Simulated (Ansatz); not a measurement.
# HfO2 (P2_12_12) in Ansatz: band structure with revPBE

Aim: the band structure of HfO2 with revPBE.

Everything below comes from runs of Ansatz 0.2.0. Logs are shortened: lines on timing, memory, paths and dates and some standing lists are left out, and cuts for length are marked.

## 1. The structure

Symmetry: P2_12_12, No. 18, orthorhombic system. The conventional cell has a = 5.080 Å, b = 5.165 Å, c = 4.891 Å, α = 90.00°, β = 90.00°, γ = 90.00°. Hf (site symmetry 1) has 7 O at 1.99 to 2.25 Å as nearest neighbours. Around O (site symmetry 1) lie 3 Hf at 1.99 to 2.25 Å. O (site symmetry 2) has 4 Hf at 2.13 to 2.15 Å as nearest neighbours. Around O (site symmetry 2) lie 4 Hf at 2.16 to 2.18 Å.

The cell comes from a database or a generator and needn't be the stable form of this composition.

## 2. Band structure, revPBE

input.yaml

```yaml
crystal:
  lattice:
    - [5.0803194, 0.0, 0.0]
    - [0.0, 5.16486745, 0.0]
    - [0.0, 0.0, 4.89088365]
  atoms:
    - { symbol: Hf, position: [0.22259082, 0.78179958, 0.27206794] }
    - { symbol: Hf, position: [0.72259082, 0.71820042, 0.72793206] }
    - { symbol: Hf, position: [0.77740918, 0.21820042, 0.27206794] }
    - { symbol: Hf, position: [0.27740918, 0.28179958, 0.72793206] }
    - { symbol: O, position: [0.18681532, 0.16364878, 0.10453462] }
    - { symbol: O, position: [0.68681532, 0.33635122, 0.89546538] }
    - { symbol: O, position: [0.81318468, 0.83635122, 0.10453462] }
    - { symbol: O, position: [0.31318468, 0.66364878, 0.89546538] }
    - { symbol: O, position: [0.0, 0.5, 0.48905445] }
    - { symbol: O, position: [0.5, 0.0, 0.51094555] }
    - { symbol: O, position: [0.0, 0.0, 0.57562499] }
    - { symbol: O, position: [0.5, 0.5, 0.42437501] }
hamiltonian:
  xc: revpbe
  pseudopotentials: { kind: paw }
kpoints:
  mp_grid: { grid: [5, 5, 6] }
  band_path:
    path:
      - [[0.0, 0.0, 0.0], [0.0, 0.0, 0.5], [0.5, 0.0, 0.5], [0.5, 0.0, 0.0], [0.0, 0.0, 0.0], [0.0, 0.5, 0.0], [0.0, 0.5, 0.5], [0.5, 0.5, 0.5], [0.5, 0.5, 0.0], [0.0, 0.5, 0.0]]
      - [[0.5, 0.0, 0.0], [0.5, 0.5, 0.0]]
      - [[0.0, 0.5, 0.5], [0.0, 0.0, 0.5]]
      - [[0.5, 0.0, 0.5], [0.5, 0.5, 0.5]]
    npoints: 10
scf:
  occupations: { method: fermi_dirac, width: 0.05 }
  n_extra_bands: 30
output:
  forces: true
  stress: true
  eigenvalues: true
  fatbands: false
```

Potentials or basis: Ansatz PAW.

Command:

```sh
ansatz run input.yaml --threads 4 --pin off --max-ram 11264MiB --backend cpu --events-out ev --progress --plain --runs-dir out
```

The log of the run:

```text
Warning: RAYON_NUM_THREADS=4 ignored (pool sized by the plan → 4); use --threads N
scf.n_extra_bands = 30 over 76 filled bands (N_el = 152.0): the run solves 106 bands
Engine: ansatz 0.2.0, aarch64-unknown-linux-gnu
Pseudopotentials: kind: paw
Pseudopotential: Hf, paw, valence charge 26, recommended cutoff 420 eV (normal), Hf.paw.azcp
Pseudopotential: O, paw, valence charge 6, recommended cutoff 420 eV (normal), O.paw.azcp
Functional definition: revPBE
  parameter kappa = 1.245
  parameter beta = 0.06672455060314922
  exchange = pbe_x(kappa = kappa, mu = beta*pi^2/3)
  correlation = pbe_c(beta = beta)
Crystal: 12 atoms, lattice volume = 128.333 Å³
Basis set: ecut = 420 eV, 2505 PW (Γ), exchange–correlation on 72×72×72 points (8 copies of the dense FFT grid, shifted against one another)
Bands: 106, of which v1, the nominal top of the filled ones, is band 76 counted from 1 (75 counted from 0)
Symmetry: 4 space group operations
Space group: P21212 (ITA 18), of the structure as read, at distance tolerance 5.0e-5 Å
k-points: 36 of 150 (time reversal used)
Non-local potential: Hf, projectors of the file, l = 0: 3, l = 1: 2, l = 2: 2, l = 3: 3
Non-local potential: O, projectors of the file, l = 0: 2, l = 1: 2, l = 2: 1
PAW form: soft (Blöchl's): semilocal exchange-correlation on the pseudo side does not see the compensation charge
PAW frozen core: Hf, regenerated for the run's functional, and the local potential with it (the file was generated under x = pbe(κ = 0.804, μ = 0.2195149727645171), c = pbe(β = 0.06672455060314922))
PAW frozen core: O, regenerated for the run's functional, and the local potential with it (the file was generated under x = pbe(κ = 0.804, μ = 0.2195149727645171), c = pbe(β = 0.06672455060314922))
PAW one-centre angular grid: Hf, 590 points (default); XC on 64 Gauss nodes
PAW one-centre angular grid: O, 110 points (default); XC on 64 Gauss nodes
Initial density: superposition of atomic densities (neutral atoms: chi_scale 0, normalization atom), corrected by the library's trained network
Initial wavefunctions: pseudopotential atomic-orbital guess
Functional: x = revpbe(κ = 1.245, μ = 0.2195149727645171), c = pbe(β = 0.06672455060314922)
SCF iter   1: F=—  HF=-67490.380406 eV  |F-HF|=—  |Δ(HF+E_count)|=         —  Δρ=5.07e-3  dr2=2.24e-2  ethr=1.77e-3  ⟨swp⟩=5.1  Hψ=12457  notcnv=0  defer=479
preconditioner: auto → Resta (q_TF=auto, 2.806 Å⁻¹)  ε∞=4.5  [insulator: Δε(μ)=3.969 eV  Ē_g=21.124 eV  σ=0.050 eV  W_gap=1.00  n_scr=48 (ndim 8)  ℏωp=39.3 eV  f_vac=0.013  D(μ)=0.00/eV (n_scr^D=0)  ε∞_Penn≈4.5]
SCF iter   2: F=—  HF=-67490.379442 eV  |F-HF|=—  |Δ(HF+E_count)|=   9.63e-4  Δρ=2.50e-3  dr2=3.32e-3  ethr=1.47e-5  ⟨swp⟩=2.0  Hψ=6411  notcnv=0  defer=609
SCF iter   3: F=—  HF=-67490.380394 eV  |F-HF|=—  |Δ(HF+E_count)|=   9.52e-4  Δρ=1.10e-3  dr2=9.98e-4  ethr=2.18e-6  ⟨swp⟩=2.0  Hψ=3774  notcnv=0  defer=609
SCF iter   4: F=—  HF=-67490.380736 eV  |F-HF|=—  |Δ(HF+E_count)|=   3.41e-4  Δρ=1.98e-4  dr2=6.08e-5  ethr=6.56e-7  ⟨swp⟩=2.0  Hψ=5037  notcnv=0  defer=609
SCF iter   5: F=—  HF=-67490.380559 eV  |F-HF|=—  |Δ(HF+E_count)|=   1.77e-4  Δρ=1.31e-4  dr2=2.11e-5  ethr=4.00e-8  ⟨swp⟩=2.0  Hψ=5736  notcnv=0  defer=609
SCF iter   6: F=—  HF=-67490.380564 eV  |F-HF|=—  |Δ(HF+E_count)|=   4.68e-6  Δρ=6.02e-5  dr2=5.70e-6  ethr=1.39e-8  ⟨swp⟩=2.0  Hψ=4710  notcnv=0  defer=609
SCF iter   7: F=—  HF=-67490.380567 eV  |F-HF|=—  |Δ(HF+E_count)|=   3.00e-6  Δρ=3.66e-5  dr2=1.74e-6  ethr=3.75e-9  ⟨swp⟩=2.0  Hψ=5160  notcnv=0  defer=609
SCF iter   8: F=-67490.380567 eV  HF=-67490.380567 eV  |F-HF|=1.03e-7  |Δ(HF+E_count)|=   6.04e-8  Δρ=8.73e-6  dr2=9.63e-8  ethr=6.58e-11  ⟨swp⟩=8.7  Hψ=20758  notcnv=0
SCF 1 converged in 8 iterations: F = -67490.380567 eV  dr2 = 9.63e-8
NSCF: frozen V_eff on 124 k-points
SCF converged after 8 iterations
Free energy (F): -67490.380567 eV
Harris-Foulkes:  -67490.380567 eV  (|F-HF|=1.03e-7)
Internal energy: -67490.380567 eV  (E = F + TS)
E sigma→0 (E₀):  -67490.380567 eV
Fermi energy:    17.991425 eV
--- Per-component energies (eV) ---
  E_band       = 264.340798
  E_kinetic    = 3101.941095
  E_local      = -22937.410615  (includes V_loc(G=0)·N_el)
  E_nonlocal   = -4596.576115
  E_hartree    = 10551.638581
  E_xc         = -1797.982379
  E_vxc        = -1824.799978  (∫ρ·V_xc dr)
  E_paw        = -29017.617371  (= ΣΔE_a)
  E_vpaw       = 5417.904765  (= ΣTr[D̂ρ^β])
  E_aug_tail   = 0.019769  (compensation charges beyond the density's cutoff)
  E_ewald      = -22793.741071
  E_core_change = -0.652462  (= ΣΔE_core)
  E_smearing   = -0.000000  (= −TS)
  E_closure    = 0.000000  (closes the sum)
  Σ components = -67490.380567   (vs F -67490.380567, Δ=0.00e0)
--- Forces (eV/Å), atoms counted from 1 ---
  atom   1  Hf     0.07060034    -0.06792639    -0.04589468
  atom   2  Hf     0.07060034     0.06792639     0.04589468
  atom   3  Hf    -0.07060034     0.06792639    -0.04589468
  atom   4  Hf    -0.07060034    -0.06792639     0.04589468
  atom   5  O      0.07112922     0.10847599     0.18405383
  atom   6  O      0.07112922    -0.10847599    -0.18405383
  atom   7  O     -0.07112922    -0.10847599     0.18405383
  atom   8  O     -0.07112922     0.10847599    -0.18405383
  atom   9  O      0.00000000     0.00000000    -0.00708745
  atom  10  O      0.00000000    -0.00000000     0.00708745
  atom  11  O      0.00000000    -0.00000000     0.20409478
  atom  12  O      0.00000000     0.00000000    -0.20409478
  max |Σ_I F_I| component: 4.51e-17 eV/Å
--- Stress (GPa, compression-positive) ---
       13.155529       0.000000       0.000000
        0.000000      13.966403       0.000000
        0.000000       0.000000      14.291363
  P = ⅓ Tr σ = 13.8044 GPa (138.044 kbar)
--- Band table (eV; the first three rows and the last of 36) ---
  k-point 0: bands = ["-44.5508", "-44.5258", "-44.5243", "-44.5234", "-13.6561", "-13.6423", "-13.6392", "-13.3714", "-13.3593", "-13.2910", "-13.2843", "-13.2803", "-13.2401", "-13.1451", "-13.0773", "-13.0647", "-2.6240", "-1.2681", "-0.9829", "-0.9271", "-0.3240", "-0.3033", "-0.0161", "0.0917", "5.5725", "5.5806", "5.5894", "5.5962", "5.5980", "5.6039", "5.6058", "5.6093", "5.6134", "5.6145", "5.6170", "5.6172", "5.6294", "5.6329", "5.6361", "5.6402", "5.6404", "5.6404", "5.6454", "5.6566", "5.6598", "5.6632", "5.6648", "5.6650", "5.6857", "5.6904", "5.6951", "5.7498", "10.4289", "10.6178", "10.7986", "11.4701", "11.4956", "11.9304", "12.0824", "12.3241", "12.7763", "13.1477", "13.1886", "13.3739", "13.6801", "13.8567", "13.9190", "14.2473", "14.3366", "14.3970", "14.7484", "14.8365", "14.9702", "15.7627", "15.8315", "15.8416", "20.1852", "20.7381", "21.1349", "21.5709", "21.6630", "22.0155", "22.2052", "22.9038", "23.0442", "23.1272", "23.2490", "23.4714", "23.9115", "24.0101", "24.1442", "24.4038", "24.4938", "25.1986", "25.2958", "25.9297", "26.4171", "27.9468", "28.3571", "29.4583", "29.5238", "29.6281", "31.1079", "31.1644", "31.4481", "31.6708"]
  k-point 1: bands = ["-44.5496", "-44.5270", "-44.5243", "-44.5234", "-13.6443", "-13.6222", "-13.6115", "-13.3697", "-13.3573", "-13.2928", "-13.2916", "-13.2796", "-13.2639", "-13.1815", "-13.0831", "-13.0718", "-2.5064", "-1.2609", "-0.9851", "-0.8674", "-0.2969", "-0.2788", "-0.1356", "0.0192", "5.5746", "5.5810", "5.5916", "5.5928", "5.5970", "5.6049", "5.6051", "5.6102", "5.6119", "5.6126", "5.6147", "5.6231", "5.6302", "5.6330", "5.6360", "5.6374", "5.6377", "5.6409", "5.6460", "5.6531", "5.6597", "5.6626", "5.6659", "5.6696", "5.6890", "5.6915", "5.6969", "5.7440", "10.5847", "10.6026", "10.6766", "11.3875", "11.4083", "11.8577", "12.0268", "12.3716", "12.5855", "13.2218", "13.2673", "13.4380", "13.5469", "13.7160", "14.0918", "14.2727", "14.3802", "14.5205", "14.8291", "15.0459", "15.1139", "15.3804", "15.8197", "15.8423", "20.3530", "20.5069", "21.3712", "21.5457", "21.6446", "21.6487", "22.2033", "22.8376", "23.0038", "23.0380", "23.2806", "23.8140", "23.8224", "24.0606", "24.1281", "24.4428", "24.6431", "24.8999", "25.5293", "25.9949", "26.4549", "27.9886", "28.4862", "29.4542", "29.6197", "29.7724", "30.3098", "31.2880", "31.5910", "31.8732"]
  k-point 2: bands = ["-44.5467", "-44.5299", "-44.5243", "-44.5234", "-13.6180", "-13.5665", "-13.5392", "-13.3676", "-13.3545", "-13.3266", "-13.3179", "-13.2866", "-13.2740", "-13.2720", "-13.0953", "-13.0875", "-2.2244", "-1.2493", "-0.9590", "-0.7399", "-0.4573", "-0.2411", "-0.2302", "-0.1247", "5.5794", "5.5829", "5.5902", "5.5928", "5.5939", "5.6000", "5.6091", "5.6093", "5.6107", "5.6133", "5.6206", "5.6266", "5.6300", "5.6308", "5.6327", "5.6359", "5.6385", "5.6396", "5.6445", "5.6453", "5.6591", "5.6625", "5.6645", "5.6745", "5.6957", "5.6997", "5.7004", "5.7322", "10.4179", "10.4867", "10.9549", "11.2959", "11.3376", "11.7800", "11.9337", "12.2450", "12.6278", "12.9976", "13.0963", "13.3548", "13.8377", "14.0368", "14.0960", "14.3185", "14.4278", "14.5855", "14.7698", "14.9884", "15.2198", "15.3114", "15.8632", "15.9129", "20.0397", "21.1040", "21.1330", "21.5704", "21.6370", "21.6564", "21.9996", "22.6133", "22.6798", "23.0344", "23.2244", "23.6981", "23.9625", "24.0899", "24.3700", "24.5819", "24.8520", "24.8791", "25.7776", "26.0732", "26.4800", "27.5429", "28.8712", "29.4954", "29.6356", "29.7978", "30.4376", "30.9694", "31.9396", "32.1749"]
  k-point 35: bands = ["-44.5360", "-44.5343", "-44.5271", "-44.5267", "-13.6634", "-13.6622", "-13.6228", "-13.6151", "-13.2845", "-13.2713", "-13.2189", "-13.2032", "-13.1967", "-13.1867", "-13.0940", "-13.0922", "-1.6255", "-1.5344", "-1.1236", "-1.1007", "-0.2589", "-0.1913", "-0.1648", "-0.1304", "5.5777", "5.5786", "5.5863", "5.5865", "5.5967", "5.5978", "5.6104", "5.6131", "5.6188", "5.6210", "5.6246", "5.6270", "5.6293", "5.6320", "5.6346", "5.6369", "5.6435", "5.6455", "5.6463", "5.6518", "5.6556", "5.6608", "5.6649", "5.6674", "5.6816", "5.6886", "5.6926", "5.6938", "11.0160", "11.1276", "11.4142", "11.4243", "11.4580", "11.5766", "11.7100", "12.2764", "12.3078", "12.5516", "13.2937", "13.3526", "13.5454", "13.9991", "14.1295", "14.1669", "14.1901", "14.4660", "14.5106", "14.5366", "14.6303", "14.7812", "15.7181", "15.7459", "20.9442", "21.0247", "21.2115", "21.4137", "21.5797", "21.7148", "21.8712", "21.9849", "22.7914", "22.9841", "23.2625", "23.5090", "23.8653", "23.9739", "24.6703", "24.8603", "25.4860", "25.5913", "26.1333", "26.3441", "27.5829", "27.9673", "28.4276", "29.2177", "29.3240", "29.4520", "30.2071", "30.2856", "31.9894", "32.2150"]
```

Run time: 43 s. Hardware: 4 threads of Arm Neoverse V2, shared host; peak memory 1.2 GiB.

What came out:

```
Free energy             : -67490.3806 eV
Pressure                : 13.8 GPa
Largest force           : 0.225 eV/Å
Band gap on the k mesh  : 3.91 eV, direct
Band gap along the path : 3.91 eV, direct
```

Forces in eV/Å, atoms in the order of the input:
```
Hf   0.071 -0.068 -0.046
Hf   0.071  0.068  0.046
Hf  -0.071  0.068 -0.046
Hf  -0.071 -0.068  0.046
O    0.071  0.108  0.184
O    0.071 -0.108 -0.184
O   -0.071 -0.108  0.184
O   -0.071  0.108 -0.184
O    0.000  0.000 -0.007
O    0.000  0.000  0.007
O    0.000  0.000  0.204
O    0.000  0.000 -0.204
```

Stress tensor (GPa, compression positive):
```
13.16  0.00  0.00
 0.00 13.97  0.00
 0.00  0.00 14.29
```

Levels at the corners of the path, in eV from the valence-band top:
```tsv
point	band 72	band 73	band 74	band 75	band 76	band 77	band 78	band 79	band 80	band 81
Γ	-1.15	-1.02	-0.22	-0.16	-0.15	4.20	4.75	5.15	5.58	5.68
X	-0.93	-0.79	-0.66	-0.04	0.00	3.91	4.94	5.57	5.67	5.67
S	-1.40	-0.82	-0.82	-0.22	-0.22	4.83	4.83	5.20	5.20	5.82
Y	-1.07	-0.57	-0.57	-0.24	-0.24	4.72	4.72	5.65	5.65	5.85
Γ	-1.15	-1.02	-0.22	-0.16	-0.15	4.20	4.75	5.15	5.58	5.68
Z	-0.94	-0.60	-0.60	-0.21	-0.21	4.69	4.69	5.51	5.51	5.79
U	-1.25	-0.76	-0.76	-0.19	-0.19	4.79	4.79	5.31	5.31	5.87
R	-1.54	-1.46	-1.46	-0.26	-0.26	5.14	5.14	5.35	5.35	5.48
T	-1.35	-0.88	-0.88	-0.40	-0.40	5.09	5.09	5.76	5.76	5.80
Z	-0.94	-0.60	-0.60	-0.21	-0.21	4.69	4.69	5.51	5.51	5.79
Y	-1.07	-0.57	-0.57	-0.24	-0.24	4.72	4.72	5.65	5.65	5.85
T	-1.35	-0.88	-0.88	-0.40	-0.40	5.09	5.09	5.76	5.76	5.80
U	-1.25	-0.76	-0.76	-0.19	-0.19	4.79	4.79	5.31	5.31	5.87
X	-0.93	-0.79	-0.66	-0.04	0.00	3.91	4.94	5.57	5.67	5.67
S	-1.40	-0.82	-0.82	-0.22	-0.22	4.83	4.83	5.20	5.20	5.82
R	-1.54	-1.46	-1.46	-0.26	-0.26	5.14	5.14	5.35	5.35	5.48
```

Caveat: the pressure holds a Pulay correction of +0.8 GPa for the finite cutoff; spin-orbit coupling is left out, which moves the levels of the heavy elements; the PAW data sets come from PBE, with cores solved anew for the run's functional, which leaves a small shift of forces and pressure.
